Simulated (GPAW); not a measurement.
# GaN (P6_3mc) in GPAW: further runs, part 2 of 2

GPAW 26.7.0.

**4. Equation of state, PBEsol**

Input file run.py:

```python
from ase import Atoms
from ase.eos import EquationOfState
from ase.io import Trajectory
from ase.units import GPa
from gpaw import GPAW, PW, setup_paths

setup_paths.insert(0, '.')

atoms = Atoms(['Ga', 'Ga', 'N', 'N'],
              cell=[[3.18, 0.0, 0.0],
                    [-1.59, 2.753960784, 0.0],
                    [0.0, 0.0, 5.166]],
              scaled_positions=[[0.6666666667, 0.3333333333, 0.5],
                                [0.3333333333, 0.6666666667, 0.0],
                                [0.6666666667, 0.3333333333, 0.875],
                                [0.3333333333, 0.6666666667, 0.375]],
              pbc=True)

traj = Trajectory('eos.traj', 'w')
volumes, energies = [], []
for x in [0.94, 0.96, 0.98, 1.0, 1.02, 1.04, 1.06]:
    a = atoms.copy()
    a.set_cell(atoms.cell * x**(1 / 3), scale_atoms=True)
    calc = GPAW(mode=PW(800),
                xc='PBEsol',
                kpts={'size': (8, 8, 4), 'gamma': True},
                occupations={'name': 'fermi-dirac', 'width': 0.05},
                nbands=18,
                convergence={'density': 1e-05, 'energy': 1e-05},
                maxiter=150,
                txt=f'eos-{x:.2f}.txt')
    a.calc = calc
    energies.append(a.get_potential_energy(force_consistent=True))
    volumes.append(a.get_volume())
    p = -a.get_stress()[:3].mean() / GPa
    calc.write(f'eos-{x:.2f}.gpw')
    traj.write(a)
    print(f'{x:.2f} {volumes[-1]:10.4f} A^3 {energies[-1]:14.6f} eV {p:9.3f} GPa', flush=True)

v0, e0, B = EquationOfState(volumes, energies, eos='birchmurnaghan').fit()
print(f'V0 = {v0:.4f} A^3, E0 = {e0:.6f} eV, B0 = {B / GPa:.2f} GPa')
```

Potentials or basis: PAW data sets generated in the run's folder for this functional, pw.

Run with:

```bash
$ gpaw-setup -f PBEsol Ga N
$ OMP_NUM_THREADS=1 python run.py
```

Output:

```text
__  _  _
 | _ |_)|_||  |
 |__||  | ||/\| - 26.7.0

Input parameters:
  mode=PW(ecut=800.0),
  convergence={'density': 1e-05, 'energy': 1e-05},
  kpts=MonkhorstPack(size=(8, 8, 4), gamma=True),
  maxiter=150,
  nbands=18,
  occupations=Occupations(name='fermi-dirac', width=0.05),
  xc=XC(name='PBEsol')

Diagonalizing LCAO Hamiltonian
Converting LCAO to pw mode

           N

           Ga
        N

        Ga

Atoms  # Å, Bohr magnetons
|   | symbol |         x |        y |        z |    initial magnetic moments |
|---|--------|-----------|----------|----------|-----------------------------|
| 0 |     Ga |  1.557542 | 0.899247 | 2.530271 | ( 0.0000,  0.0000,  0.0000) |
| 1 |     Ga | -0.000000 | 1.798494 | 0.000000 | ( 0.0000,  0.0000,  0.0000) |
| 2 |      N |  1.557542 | 0.899247 | 4.427974 | ( 0.0000,  0.0000,  0.0000) |
| 3 |      N | -0.000000 | 1.798494 | 1.897703 | ( 0.0000,  0.0000,  0.0000) |

Unit cell  # Å
| periodic |         x |        y |        z |  lengths |     angles |
|----------|-----------|----------|----------|----------|------------|
|      yes |  3.115084 | 0.000000 | 0.000000 | 3.115084 |  90.000000 |
|      yes | -1.557542 | 2.697742 | 0.000000 | 3.115084 |  90.000000 |
|      yes |  0.000000 | 0.000000 | 5.060542 | 5.060542 | 120.000000 |

Number of symmetries: 6
Symmetry operations  # r_c * U_cc + t_c -> r_c
|   | kind |            matrix            |
|---|------|------------------------------|
| 0 |  σ   |  1, 1, 0,  0,-1, 0,  0, 0, 1 |
| 1 |  E   |  1, 0, 0,  0, 1, 0,  0, 0, 1 |
| 2 |  C3  |  0, 1, 0, -1,-1, 0,  0, 0, 1 |
| 3 |  σ   |  0,-1, 0, -1, 0, 0,  0, 0, 1 |
| 4 |  σ   | -1, 0, 0,  1, 1, 0,  0, 0, 1 |
| 5 |  C3  | -1,-1, 0,  1, 0, 0,  0, 0, 1 |

BZ-sampling:
  Number of BZ points: 256
  Number of IBZ points: 35

  Monkhorst-Pack size: [8, 8, 4]
  Monkhorst-Pack shift: [0.0625, 0.0625, 0.125]

K-points  # in reciprocal-cell coordinates
|     |                                coordinates |     weight |
|-----|--------------------------------------------|------------|
|   0 | (  0.00000000,   0.00000000,   0.00000000) | 0.00390625 |
|   1 | (  0.00000000,   0.00000000,   0.25000000) | 0.00781250 |
|   2 | (  0.00000000,   0.00000000,   0.50000000) | 0.00390625 |
|   3 | (  0.12500000,   0.00000000,  -0.25000000) | 0.02343750 |
|   4 | (  0.12500000,   0.00000000,   0.00000000) | 0.02343750 |
|   5 | (  0.12500000,   0.00000000,   0.25000000) | 0.02343750 |
|   6 | (  0.12500000,   0.00000000,   0.50000000) | 0.02343750 |
|   7 | (  0.25000000,  -0.12500000,   0.00000000) | 0.02343750 |
|   8 | (  0.25000000,  -0.12500000,   0.25000000) | 0.04687500 |
|   9 | (  0.25000000,  -0.12500000,   0.50000000) | 0.02343750 |
| ... |                                            |            |
|  34 | (  0.50000000,   0.50000000,   0.50000000) | 0.01171875 |

Plane wave coefficients: 2203
Cutoff: 800.0 eV

Spin-components: 1 (collinear spins)
Bands:           18
Projectors:      20
Spin-degeneracy: 2
Datatype:        complex128

Parallelization:
  kpt:    1
  domain: 1
  band:   1

Density:
  Valence electrons: 16.0
  Components: 1
  Grid points: [21 21 35]
  Charge: 0.0  # |e|

Potential:
  Grid points: [21 21 35]

species:
  Ga:
    name:    Gallium
    Z:       31.0
    valence: 3
    core:    28
    charge:  0.0  # [|e|]
    compensation charges:
      type: gauss
      rc: 0.37  # [Å]
      lmax: 2
    cutoffs:
      filter: 2.06  # [Å]
      core: 4.17  # [Å]
    projectors
    | kind |    occ | energy [eV] | rcut [Å] |
    |------|--------|-------------|----------|
    |   4s |  2.000 |      -8.959 |    1.164 |
    |   4p |  1.000 |      -2.572 |    1.164 |
    |    s |        |      18.252 |    1.164 |
    |    p |        |      24.640 |    1.164 |
    |    d |        |       0.000 |    1.164 |

    Using partial waves for Ga as LCAO basis

  N:
    name:    Nitrogen
    Z:       7.0
    valence: 5
    core:    2
    charge:  0.0  # [|e|]
    compensation charges:
      type: gauss
      rc: 0.18  # [Å]
      lmax: 2
    cutoffs:
      filter: 1.11  # [Å]
      core: 0.96  # [Å]
    projectors
    | kind |    occ | energy [eV] | rcut [Å] |
    |------|--------|-------------|----------|
    |   2s |  2.000 |     -18.455 |    0.603 |
    |   2p |  3.000 |      -7.035 |    0.529 |
    |    s |        |       8.756 |    0.603 |
    |    p |        |      20.177 |    0.529 |
    |    d |        |       0.000 |    0.577 |

    Using partial waves for N as LCAO basis

Reference energy: -108640.810967  # eV

eigensolver:
  PPCG
  Converge bands: occupied
  niter=2

density mixing:
  MSR1-Mixer
  Pratt-step length: 0.05
  Maximum mixing coefficient: 0.75
  Old densities: 10
  SVD Regularization: 0.005
  Good broyden scale: 1.0
  Trust region scale: 1.0
  Backstep threshold: 4.0
  History deletion threshold: 6.0
  Fourier metric: weight=20.0, sigma=0.015

occupation numbers:
  Fermi-Dirac:
    width: 0.0500  # eV

poisson solver:
  ecut: 6400.0  # eV

xc functional:
  name: PBEsol with 2 nearest neighbor stencil

convergence criteria:
[... 6 lines left out ...]
|iter     | |      energy | eigst |  dens |
|---------|-|-------------|-------|-------|
|iter:   1| |  -29.366890 | -0.11 |       |
|iter:   2| |  -28.421024 | -1.84 | -0.58 |
|iter:   3| |  -25.739398 | -0.51 | -0.63 |
|iter:   4| |  -25.729940 | -2.81 | -1.32 |
|iter:   5| |  -25.728316 | -3.34 | -1.60 |
|iter:   6| |  -25.728311 | -5.49 | -2.89 |
|iter:   7| |  -25.728324c| -6.37 | -3.26 |
|iter:   8| |  -25.728324c| -7.52c| -4.16 |
|iter:   9| |  -25.728324c| -7.54c| -4.54 |
|iter:  10| |  -25.728324c| -8.14c| -5.08c|

Converged in 10 steps
Energy contributions relative to reference atoms: (reference = -108640.810967)

Energy contributions:
  Kinetic:          93.842305
  Coulomb:         -81.676406
  Zero:              0.314693
  External:          0.000000
  Xc:              -38.208915
  Entropy:          -0.000000
  Spinorbit:         0.000000
  ----------------------------
  Free energy:     -25.728324
  Extrapolated:    -25.728324

dipole moment: (-0.000022, -0.000040, -11.252319)  # |e|*Ang

Fermi level: 8.169
Eigenvalues  # (at kpt = [0.000, 0.000, 0.000])
| band index |      eig [eV] | occ [0-2] |
|------------|---------------|-----------|
|          0 |        -9.350 |     2.000 |
|          1 |        -6.668 |     2.000 |
|          2 |        -0.404 |     2.000 |
|          3 |         6.038 |     2.000 |
|          4 |         6.038 |     2.000 |
|          5 |         7.126 |     2.000 |
[... 8 lines left out ...]
|         14 |        19.442 |     0.000 |
|         15 |        19.442 |     0.000 |
|        ... |               |           |
|         17 |        22.738 |     0.000 |

Gap: 2.464 eV
Transition (v -> c):
  (s=0, k=0, n=7, [0.00, 0.00, 0.00]) -> (s=0, k=0, n=8, [0.00, 0.00, 0.00])
No difference between direct/indirect transitions

Stress tensor  # eV/Ang^3
|         x |         y |         z |
|-----------|-----------|-----------|
| -0.160057 |  0.000000 |  0.000000 |
|  0.000000 | -0.160057 |  0.000000 |
|  0.000000 |  0.000000 | -0.177757 |

# Writing to eos-0.94.gpw (mode='')
```

It took 3 min on 1 thread of Arm Neoverse V2, shared host; peak memory 0.3 GiB.

What came out:

```yaml
Equilibrium_volume: 11.83 Å³/atom
Bulk_modulus_at_fixed_shape_and_positions: 200 GPa
Pressure_derivative_of_the_bulk_modulus: 4.6
```

Energy against volume, from the lowest point:
```
volume (Å³/atom)  energy (meV/atom)
          10.632              92.07
          10.858              58.16
          11.084              32.84
          11.310              15.22
          11.537               4.53
          11.763               0.00
          11.989               1.11
```

Caveat: the data sets keep Ga 3d, Li 1s and Be 1s frozen, and some such compounds lay over 1.5 % in volume off other programs; the cell was scaled at fixed shape and fractional positions, which overstates the stiffness of a crystal with free parameters, most of all of layers and chains.

**5. Single point, TB-mBJ**

Input file run.py:

```python
from ase import Atoms
from ase.dft.bandgap import bandgap
from ase.io import write
from gpaw import GPAW, PW

atoms = Atoms(['Ga', 'Ga', 'N', 'N'],
              cell=[[3.18, 0.0, 0.0],
                    [-1.59, 2.753960784, 0.0],
                    [0.0, 0.0, 5.166]],
              scaled_positions=[[0.6666666667, 0.3333333333, 0.5],
                                [0.3333333333, 0.6666666667, 0.0],
                                [0.6666666667, 0.3333333333, 0.875],
                                [0.3333333333, 0.6666666667, 0.375]],
              pbc=True)

calc = GPAW(mode=PW(800),
            xc='TB09',
            kpts={'size': (8, 8, 4), 'gamma': True},
            occupations={'name': 'fermi-dirac', 'width': 0.05},
            nbands=18,
            convergence={'density': 1e-05, 'energy': 1e-05},
            eigensolver='cg',
            maxiter=150,
            txt='gpaw.txt')
atoms.calc = calc
energy = atoms.get_potential_energy()
calc.write('gs.gpw')
write('result.traj', atoms)
print('Fermi level:', round(calc.get_fermi_level(), 4), 'eV')
print(f'Gap: {bandgap(calc)[0]:.4f} eV, direct: {bandgap(calc, direct=True)[0]:.4f} eV')
```

Potentials or basis: GPAW PAW data sets for LDA (gpaw-data 1.2.1), pw.

Run with:

```bash
$ OMP_NUM_THREADS=1 python run.py
```

It took 1.7 min on 1 thread of Arm Neoverse V2, shared host; peak memory 0.25 GiB.

Results (log left out):

* Band gap on the k mesh: 3.50 eV, direct

Levels at points of the mesh, in eV from the valence-band top:
```
           k point  band 6  band 7  band 8  band 9  band 10  band 11
(0.00, 0.00, 0.00)   -0.04    0.00    0.00    3.50     5.94    10.99
(0.00, 0.00, 0.50)   -0.49   -0.49   -0.49    5.82     5.82    10.18
(0.50, 0.50, 0.00)   -2.48   -1.97   -0.88    6.59     7.04     7.56
(0.50, 0.50, 0.50)   -1.75   -1.73   -1.73    5.94     5.94     9.29
```

Caveat: a model potential gives levels but no total energy; the PAW data sets were made with another functional, which shifts forces and pressure a little.

**6. Summary**

```tsv
task	level	potentials or basis	band path	band points	gap on the mesh (eV)	V0 of scaled cells (Å³/atom)	B0 (GPa)
equation of state	LDA	the program's PAW data sets (release 1.2.1) made for this functional, pw	-	-	-	11.51	214
band structure	PBEsol	PAW data sets generated in the run's folder for this functional, pw	GMKGALHA,LM,KH	100	2.03	-	-
equation of state	PBEsol	PAW data sets generated in the run's folder for this functional, pw	-	-	-	11.83	200
single point	TB-mBJ	GPAW PAW data sets for LDA (gpaw-data 1.2.1), pw	-	-	3.50	-	-
```

Alike in all rows: no spin polarisation; cell as given; k mesh 8 × 8 × 4; cutoff (eV) 800; smearing fermi-dirac 0.05 eV.

Caveats: the data sets keep Ga 3d, Li 1s and Be 1s frozen, and some such compounds lay over 1.5 % in volume off other programs (some runs); the cell was scaled at fixed shape and fractional positions, which overstates the stiffness of a crystal with free parameters, most of all of layers and chains (some runs); a model potential gives levels but no total energy (some runs); the PAW data sets were made with another functional, which shifts forces and pressure a little (some runs).

Absolute energies hang on the potentials; compare differences alone.

**7. Comparison with measurements**

Step 3. A measured gap of GaN is 3.503 eV (direct; quoted in “Studying electronic properties in GaN without electrical contacts using γ-γ vs e−-γ Perturbed Angular Correlations”, 2019, pmc:6823545); the calculated 2.03 eV misses it by -1.47 eV. Spin-orbit coupling on Ga is left out. The value is that of PBEsol, without temperature or zero-point motion. Semilocal functionals fall short of measured gaps as a rule.

Step 5. A measured gap of GaN is 3.503 eV (direct; quoted in “Studying electronic properties in GaN without electrical contacts using γ-γ vs e−-γ Perturbed Angular Correlations”, 2019, pmc:6823545); the calculated 3.50 eV misses it by -0.01 eV. Spin-orbit coupling on Ga is left out. The value is that of TB-mBJ, without temperature or zero-point motion.
